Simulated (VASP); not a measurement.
Input of a VASP 6.6.1 run:

File INCAR:

```
PREC     = Accurate       # precision mode
ENCUT    = 600            # plane-wave cutoff, eV
EDIFF    = 1E-8           # SCF threshold, eV
ISMEAR   = 0              # smearing method
SIGMA    = 0.03           # smearing width, eV
LREAL    = F              # projectors in reciprocal space
LASPH    = T              # aspherical terms in the spheres
NELM     = 80             # most SCF steps
ALGO     = Fast           # electronic algorithm
ISIF     = 2              # what is computed and relaxed
LWAVE    = F              # write WAVECAR
LCHARG   = F              # write CHGCAR
GGA      = PE             # functional
LEPSILON = T              # dielectric tensor by DFPT
KPAR     = 2
```

Contents of KPOINTS:

```
Automatic mesh
0
Monkhorst-Pack
  8 8 12
```

File POSCAR:

```
SnO2                                    
1.0
    4.8296624705      0.0000000000      0.0000000000
    0.0000000000      4.8296624705      0.0000000000
    0.0000000000      0.0000000000      3.2422356741
  Sn              O             
     2     4
Direct
     0.0000000000000000    1.0000000000000000    0.0000000000000000
     0.5000000000000000    0.5000000000000000    0.5000000000000000
     0.3065394779154719    0.3065394779154719    0.0000000000000000
     0.1934605220845281    0.8065394779154720    0.5000000000000000
     0.6934605220845280    0.6934605220845280    0.0000000000000000
     0.8065394779154720    0.1934605220845281    0.5000000000000000
```

Potentials or basis: VASP PAW PBE potentials, release 64 (Sn_d, O).

Launch:

```bash
$ cat potpaw_PBE.64/Sn_d/POTCAR potpaw_PBE.64/O/POTCAR > POTCAR
$ mpirun -np 2 vasp_std > vasp.out
```

Task: Predict the electronic dielectric tensor (diagonal).

Result: 4.68, 4.68, 4.94.

Task: What does it give for the Born charges (mean of the diagonal)?

Result: Sn +4.25; O -2.13 e.

Born effective charge tensors (e):
atom 1, Sn
```
4.12 0.53 0.00
0.53 4.12 0.00
0.00 0.00 4.51
```
atom 2, Sn
```
 4.12 -0.53  0.00
-0.53  4.12  0.00
 0.00  0.00  4.51
```
atom 3, O
```
-2.06 -0.75  0.00
-0.75 -2.06  0.00
 0.00  0.00 -2.25
```
atom 4, O
```
-2.06  0.75  0.00
 0.75 -2.06  0.00
 0.00  0.00 -2.25
```
atom 5, O
```
-2.06 -0.75  0.00
-0.75 -2.06  0.00
 0.00  0.00 -2.25
```
atom 6, O
```
-2.06  0.75  0.00
 0.75 -2.06  0.00
 0.00  0.00 -2.25
```
